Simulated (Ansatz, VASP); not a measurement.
## SrO in VASP and in Ansatz

```
Sr O
1.0
     0.00000    2.61194    2.61194
     2.61194    0.00000    2.61194
     2.61194    2.61194    0.00000
Sr O
1 1
Direct
  0.00000 0.00000 0.00000
  0.50000 0.50000 0.50000
```

Change from the starting cell: volume scaled by 1.05.

Alike in both runs: task single point; functional PBE; k mesh 8 × 8 × 8; occupations fermi-dirac, width 0.02 eV; no spin polarisation.

|  | VASP | Ansatz |
| --- | --- | --- |
| version | VASP 6.6.1 | Ansatz 0.2.0 |
| potentials or method | VASP PAW PBE potentials, release 64 (Sr_sv, O), cutoff 520 eV | all-electron LAPW, scalar-relativistic |

Ansatz gave:

| Item | Value |
| --- | --- |
| gap on the k mesh at the Fermi level (eV) | 3.33 |
| pressure (GPa) | -1.4 |

Task: What did VASP give for the same quantities?

Result: gap on the k mesh at the Fermi level (eV): 3.29; pressure (GPa): -0.9.

Ansatz ran all-electron here, so the differences hold the error of VASP's frozen core and of both bases.

A k mesh can miss the band edges.
